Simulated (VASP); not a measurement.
Runs of VASP 6.6.1 on ZnO (zincite). It takes space group P6_3mc (No. 186, hexagonal). Conventional cell: a = 3.249 Å, b = 3.249 Å, c = 5.206 Å, α = 90.00°, β = 90.00°, γ = 120.00°. Zn (site symmetry 3m) is surrounded by 4 O at 1.97 to 1.98 Å. O (site symmetry 3m) has 4 Zn at 1.97 to 1.98 Å as nearest neighbours. 

```tsv
level	exchange at q = 0	share of exact exchange	screening parameter	gap on the mesh (eV)	pressure (GPa)	largest force (eV/Å)
PBE0	truncated	-	-	3.17	1.5	0.08
r2SCAN-EpsX	truncated	0.1803	-	(b)	-1.6	0.09
HSE03	-	-	-	(c)	(a)	0.08
HSE06	-	-	0.2 1/A	2.50	1.7	0.08
```

Alike in all rows: task band structure; potentials or basis VASP PAW PBE potentials, release 64 (Zn, O); no spin polarisation; cell as given; k mesh 6 × 6 × 4; cutoff (eV) 520; smearing gaussian 0.02 eV.

Problem. Estimate the missing entries.

Solution. (a) 1.9; (b) 2.86; (c) 2.25.

Caveats: the PAW data sets were made with another functional, which shifts forces and pressure a little.

